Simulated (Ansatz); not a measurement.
Ag, dhcp (4H): geometry optimisation

Computed with DFT, RPBE, plane waves (420 eV) with PAW, scalar-relativistic (Ansatz). The PAW files were generated under PBE, with cores re-solved for the functional.

k-point mesh 13×13×3, Fermi-Dirac smearing 0.1 eV, no spin polarisation. Cell and atoms relax.

Starting structure:

```xyz
4
Lattice="2.8862 0.0000 0.0000 -1.4431 2.4995 0.0000 0.0000 0.0000 10.0000" Properties=species:S:1:pos:R:3 pbc="T T T"
Ag    0.0000    1.6663    2.5000
Ag    1.4431    0.8332    7.5000
Ag    0.0000    0.0000    0.0000
Ag    0.0000    0.0000    5.0000
```

Question: What cell does the relaxation end in?

Answer: P6_3/mmc with a = 2.969 Å, c = 9.795 Å (c/a = 3.299); 18.69 Å³ per atom against 18.04 at the start (3.6 %).

Question: How much energy does the relaxation gain?

Answer: 14.0 meV per atom.
